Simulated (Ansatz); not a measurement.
An input for Ansatz 0.2.0 (HfN):

input.yaml

```yaml
crystal:
  lattice:
    - [0.0, 2.256, 2.256]
    - [2.256, 0.0, 2.256]
    - [2.256, 2.256, 0.0]
  atoms:
    - { symbol: Hf, position: [0.0, 0.0, 0.0] }
    - { symbol: "N", position: [0.5, 0.5, 0.5] }
hamiltonian:
  xc: lda
  pseudopotentials: { kind: paw }
kpoints:
  mp_grid: { grid: [10, 10, 10] }
scf:
  occupations: { method: fermi_dirac, width: 0.05 }
output:
  eigenvalues: true
dielectric:
  method: response
```

Potentials or basis: Ansatz PAW.

Launch:

```console
$ ansatz run input.yaml --threads 2 --pin off --max-ram 5632MiB --backend cpu --events-out ev --progress --plain --runs-dir out
```

Q: What does the program do with it?

A: The run stopped without a result. It printed:

Output:

```text
Error: inconsistent input (total_charge, dielectric): the neutral cell has an odd electron count (31.000), which no filling of whole bands holds here — the response to a homogeneous field is an insulator's; give the cell's own charge, if that leaves an even count, or lock an odd total moment (magnetization.spin_polarized: true, magnetization.spin_locking.lock_magnetization: hard, an odd magnetization.initial_magnetization), or remove dielectric
```
